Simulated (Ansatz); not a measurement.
What strain does to SnO (h-MgO type)

SnO (h-MgO type), relaxed with r2SCAN in the plane-wave code Ansatz. It is hexagonal, P6_3/mmc (No. 194); a = 4.125 Å, c = 5.185 Å in the conventional setting, 19.11 Å³ an atom. Around Sn lie 5 O at 2.38–2.59 Å; around O lie 5 Sn at 2.38–2.59 Å.

The axes x, y and z are those of this cell:
```
CELL_PARAMETERS angstrom
4.12550 0.00000 0.00000
-2.06275 3.57279 0.00000
0.00000 0.00000 5.18540
ATOMIC_POSITIONS crystal
Sn 0.33333 0.66667 0.25000
Sn 0.66667 0.33333 0.75000
O 0.66667 0.33333 0.25000
O 0.33333 0.66667 0.75000
```

Unstrained: With PBE the gap is 0.414 eV and direct, at H. r2SCAN gives a direct gap of 0.578 eV at H. HSE06 gives a direct gap of 0.833 eV at H. Meshes: PBE 12×12×6, r2SCAN 12×12×6, HSE06 6×6×4. Strains are changes of length per length. After each strain the atoms were relaxed again with r2SCAN within the symmetry that the strain leaves, so tilts or polar shifts that break it weren't tested; points keep the names that they have in the unstrained zone. One strained cell lies below the unstrained one, which is therefore a saddle: all changes count from an unstable reference. Under uniaxial strain the other axes carry as much stress as the strained one: the cell is very soft in shear and may be mechanically unstable. Simulation only: spin-unpolarised, and no claim that this is the phase found in nature.

Changes of the least gap in eV (an overlap counts as a negative gap):
```csv
strain,volume change (%),space group,PBE,r2SCAN,HSE06,"energy rise, r2SCAN (meV/atom)"
uniaxial -1.32 % along x,-1.3,Cmcm,+0.201,+0.137,–,-3.4
```

Uniaxial -1.32 % along x, other directions held. r2SCAN: the gap goes from 0.578 to 0.715 eV (+0.137 eV); it turns from direct (H) to indirect ((1/3, 1/3, 1/3) → (1/4, 1/3, 1/3)). Stress change with r2SCAN, compression positive: xx -2.28, yy +6.65, zz -2.12 GPa.

No spin-orbit coupling is included; it can move band edges with weight on the heavy atoms by tenths of an eV.

The meshes of the hybrids are coarse, so their gaps aren't converged to the digits shown.
